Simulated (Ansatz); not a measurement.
## Al18N17: frames of a relaxation, V_N, charge +0, atoms relaxed at the host's cell

All numbers are calculated (PBE, collinear spin, no spin-orbit coupling; Ansatz, PAW set soft_2, 420 eV, k-mesh 2×2×2 shifted by half a step), not measured.

Positions in Å and forces in eV/Å; free energies count from the last frame.

```
35
Lattice="4.695 -2.711 -5.018 -4.695 -2.711 -5.018 0.000 5.422 -5.018" Properties=species:S:1:pos:R:3:forces:R:3 pbc="T T T" step=1 dE=0.226eV
Al   -0.045    3.546   -7.495    0.560    1.143    0.182
Al    3.130   -1.807   -7.531   -0.014   -0.091    0.094
Al   -1.565    0.904  -12.549   -0.072    0.015   -0.090
Al    1.565    0.904   -7.531    0.036    0.013    0.117
Al   -3.130   -1.807   -7.531    0.006   -0.148   -0.023
Al    1.565    0.904  -12.549   -0.025   -0.082   -0.079
Al    0.000   -1.807  -12.549    0.054    0.118   -0.292
Al    0.000   -1.807   -7.531   -0.024   -0.032   -0.008
Al   -1.565    0.904   -7.531   -0.118   -0.008   -0.018
Al    3.102    1.813  -10.053    0.709   -0.265    0.210
Al    1.565   -0.904   -5.022   -0.130   -0.009    0.100
Al   -3.109    1.800  -10.086   -0.781   -0.059    0.643
Al   -0.042    1.782   -4.989    0.714    0.604   -0.516
Al    0.000   -3.614  -10.040    0.017   -0.149    0.105
Al    0.000    1.807  -10.040   -0.006    0.119   -0.084
Al   -1.565   -0.904  -10.040   -0.167    0.008    0.058
Al   -1.565   -0.904   -5.022    0.073   -0.129    0.001
Al    1.565   -0.904  -10.040    0.035    0.049    0.023
N     3.130   -1.807   -5.616   -0.015    0.094   -0.130
N    -1.565    0.904  -10.634    0.407   -0.164   -0.153
N     1.565    0.904   -5.616   -0.193    0.059    0.035
N    -3.130   -1.807   -5.616    0.041    0.164   -0.140
N     1.565    0.904  -10.634   -0.360   -0.072   -0.059
N     0.000   -1.807  -10.634    0.006   -0.007   -0.041
N     0.000   -1.807   -5.616   -0.013   -0.026   -0.025
N    -1.565    0.904   -5.616   -0.340   -0.291   -0.048
N    -1.565   -0.904   -3.107   -0.057   -0.014    0.023
N     1.565   -0.904   -8.125    0.000   -0.002   -0.026
N     1.565   -0.904   -3.107   -0.326   -0.248    0.240
N     0.000    1.807   -8.125   -0.020   -0.601   -0.226
N     0.000    1.807   -3.107   -0.088   -0.051    0.301
N     0.000   -3.614   -8.125    0.013    0.039    0.009
N     3.130    1.807   -8.125   -0.078   -0.007   -0.044
N    -1.565   -0.904   -8.125    0.044    0.032    0.011
N    -3.130    1.807   -8.125    0.112   -0.002   -0.150
```

```
35
Lattice="4.695 -2.711 -5.018 -4.695 -2.711 -5.018 0.000 5.422 -5.018" Properties=species:S:1:pos:R:3:forces:R:3 pbc="T T T" step=5 dE=0.068eV
Al   -0.036    3.586   -7.542   -0.088   -0.037   -0.009
Al    3.128   -1.805   -7.539    0.010   -0.032   -0.044
Al   -1.578    0.896  -12.543   -0.020    0.010   -0.023
Al    1.566    0.898   -7.541   -0.004    0.023   -0.035
Al   -3.143   -1.815   -7.524    0.003   -0.039   -0.030
Al    1.568    0.908  -12.535    0.056   -0.041   -0.008
Al    0.003   -1.808  -12.544    0.032    0.041   -0.118
Al   -0.004   -1.811   -7.539   -0.005   -0.001    0.051
Al   -1.558    0.900   -7.520   -0.014    0.065    0.003
Al    3.177    1.798  -10.054    0.012    0.007   -0.017
Al    1.555   -0.910   -5.028   -0.071   -0.021    0.074
Al   -3.158    1.792   -9.994   -0.013    0.020    0.044
Al    0.012    1.852   -5.043    0.016   -0.018   -0.026
Al   -0.004   -3.620  -10.029    0.023   -0.029    0.009
Al   -0.001    1.805  -10.058    0.014    0.013    0.056
Al   -1.572   -0.904  -10.031   -0.015    0.015   -0.002
Al   -1.567   -0.905   -5.036    0.024   -0.004    0.056
Al    1.572   -0.902  -10.043   -0.018   -0.001   -0.015
N     3.129   -1.804   -5.624    0.042   -0.046   -0.002
N    -1.581    0.902  -10.631   -0.021   -0.026   -0.026
N     1.566    0.901   -5.625   -0.016    0.047    0.025
N    -3.139   -1.818   -5.612   -0.019   -0.001   -0.055
N     1.580    0.909  -10.629   -0.034   -0.004    0.039
N    -0.001   -1.808  -10.626   -0.019   -0.013   -0.001
N    -0.004   -1.811   -5.624    0.009    0.004   -0.013
N    -1.554    0.909   -5.613   -0.017   -0.030    0.053
N    -1.577   -0.899   -3.124   -0.011    0.079   -0.001
N     1.561   -0.908   -8.129    0.007    0.011   -0.005
N     1.541   -0.919   -3.098    0.015    0.018    0.066
N    -0.002    1.788   -8.147    0.061   -0.060   -0.009
N    -0.002    1.811   -3.117   -0.025    0.026    0.005
N    -0.009   -3.622   -8.113    0.009    0.010   -0.045
N     3.134    1.802   -8.131   -0.017   -0.034    0.013
N    -1.575   -0.912   -8.115    0.013    0.013   -0.041
N    -3.118    1.812   -8.084    0.078    0.034    0.031
```

```
35
Lattice="4.695 -2.711 -5.018 -4.695 -2.711 -5.018 0.000 5.422 -5.018" Properties=species:S:1:pos:R:3:forces:R:3 pbc="T T T" step=15 dE=0.000eV
Al   -0.004    3.519   -7.534    0.010    0.007    0.018
Al    3.141   -1.802   -7.546    0.000    0.002    0.002
Al   -1.592    0.908  -12.522    0.002    0.001    0.005
Al    1.561    0.882   -7.536    0.001   -0.002    0.003
Al   -3.147   -1.802   -7.546    0.002    0.003    0.003
Al    1.586    0.908  -12.521   -0.002    0.004    0.000
Al   -0.002   -1.789  -12.555    0.003    0.001    0.006
Al   -0.003   -1.814   -7.536    0.000    0.001    0.002
Al   -1.565    0.882   -7.535   -0.001   -0.004   -0.002
Al    3.214    1.855   -9.998   -0.009   -0.003   -0.011
Al    1.549   -0.916   -5.017   -0.001    0.000    0.004
Al   -3.217    1.857   -9.996    0.000   -0.010   -0.011
Al   -0.004    1.820   -5.101    0.007    0.000    0.002
Al   -0.003   -3.611  -10.025    0.001   -0.001    0.000
Al   -0.002    1.787  -10.068   -0.005   -0.002   -0.005
Al   -1.579   -0.903  -10.045   -0.003    0.004    0.000
Al   -1.554   -0.916   -5.017    0.000   -0.003    0.008
Al    1.574   -0.904  -10.045   -0.002    0.000    0.003
N     3.125   -1.777   -5.631   -0.001    0.002    0.002
N    -1.629    0.917  -10.617    0.007    0.002    0.003
N     1.563    0.884   -5.619    0.000   -0.004    0.000
N    -3.130   -1.776   -5.631   -0.002    0.000    0.001
N     1.624    0.917  -10.617    0.002   -0.001    0.002
N    -0.003   -1.797  -10.633    0.002    0.001   -0.001
N    -0.003   -1.822   -5.620    0.001    0.001   -0.003
N    -1.569    0.882   -5.618    0.003    0.011   -0.006
N    -1.540   -0.916   -3.089   -0.003   -0.003   -0.006
N     1.567   -0.922   -8.132    0.000   -0.001   -0.005
N     1.533   -0.916   -3.088   -0.002   -0.001   -0.008
N    -0.002    1.739   -8.179   -0.005    0.004    0.004
N    -0.003    1.838   -3.161   -0.002   -0.003    0.001
N    -0.003   -3.629   -8.102    0.001   -0.002   -0.001
N     3.109    1.815   -8.087    0.003   -0.001   -0.003
N    -1.572   -0.923   -8.132    0.000    0.000   -0.002
N    -3.113    1.816   -8.086   -0.008   -0.003   -0.001
```
